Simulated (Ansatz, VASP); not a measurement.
**Two plane-wave programs on TiTe2**

```
CELL_PARAMETERS angstrom
3.77700 0.00000 0.00000
-1.88850 3.27098 0.00000
0.00000 0.00000 6.49800
ATOMIC_POSITIONS crystal
Te 0.33333 0.66667 0.73720
Te 0.66667 0.33333 0.26280
Ti 0.00000 0.00000 0.00000
```

Alike in both runs: functional PBE; k mesh 8 × 8 × 4; occupations gaussian, width 0.02 eV; no spin polarisation.

```csv
,VASP,Ansatz
version,VASP 6.6.1,Ansatz 0.2.0
potentials or method,"VASP PAW PBE potentials, release 64 (Te, Ti_sv)",Ansatz PAW
plane-wave cutoff (eV),520,420
valence electrons in the cell,24,44
task,electric field gradients,single point
```

Ansatz gave:

| Quantity | Value |
| --- | --- |
| gap on the k mesh at the Fermi level (eV) | none |
| pressure (GPa) | 0.9 |
| largest component of the traceless stress (GPa) | 0.37 |
| rms of the force components (eV/Å) | 0.005 |

Q: What did VASP give for the same quantities?

A: gap on the k mesh at the Fermi level (eV): none; pressure (GPa): 0.9; largest component of the traceless stress (GPa): 0.37; rms of the force components (eV/Å): 0.009.

Atom by atom the forces differ by 0.004 eV/Å (rms over components). A gap of «none» marks a metal or a gap that the smearing closes. The two sets of potentials don't hold the same shells in valence.

Caveats: this functional lacks dispersion, which binds the layers, so the pressure and a relaxed spacing across them are unreliable. The runs have no spin-orbit coupling, so splittings on Te are missing.
